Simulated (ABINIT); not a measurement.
The system is MgB2.

```
CELL_PARAMETERS angstrom
3.08500 0.00000 0.00000
-1.54250 2.67169 0.00000
0.00000 0.00000 3.52300
ATOMIC_POSITIONS crystal
Mg 0.00000 0.00000 0.00000
B 0.66667 0.33333 0.50000
B 0.33333 0.66667 0.50000
```

```yaml
Program: ABINIT 10.8.3 (patched build)
Task: relaxation of cell and atoms
Functional: revPBE
Dispersion: D3(BJ)
Potentials_or_basis: JTH PAW PBE v2.0
Cutoff: 517 eV
k_mesh: 10 × 10 × 8
Occupations: fermi-dirac, width 0.05 eV
Spin: no spin polarisation
```

At the start: pressure -7.7 GPa; volume 9.68 Å³/atom.

Question: Where does the relaxation end?

Answer: Over 6 steps the energy falls by 13.3 meV/atom and the volume is 9.15 Å³/atom (-5.5 %); space group P6/mmm (No. 191, to 0.05 Å).

Step by step:
| step | energy change (eV) | largest force (eV/Å) | pressure (GPa) | volume (Å³) |
| --- | --- | --- | --- | --- |
| 1 | 0.0000 | 0.0000 | -7.71 | 29.04 |
| 2 | -0.0258 | 0.0000 | -4.40 | 28.36 |
| 3 | -0.0383 | 0.0000 | 0.23 | 27.49 |
| 4 | -0.0390 | 0.0000 | 0.15 | 27.48 |
| 5 | -0.0399 | 0.0000 | 0.01 | 27.44 |
| 6 | -0.0399 | 0.0000 | 0.00 | 27.45 |

Final structure:
```
CELL_PARAMETERS angstrom
3.04229 0.00000 0.00000
-1.52114 2.63470 0.00000
0.00000 0.00000 3.42506
ATOMIC_POSITIONS crystal
Mg 0.00000 0.00000 0.00000
B 0.66667 0.33333 0.50000
B 0.33333 0.66667 0.50000
```

Caveat: the PAW data sets were made with another functional, which shifts forces and pressure a little; pairwise dispersion overbinds metals, which lowers pressure and volume; the atomic spheres overlap.
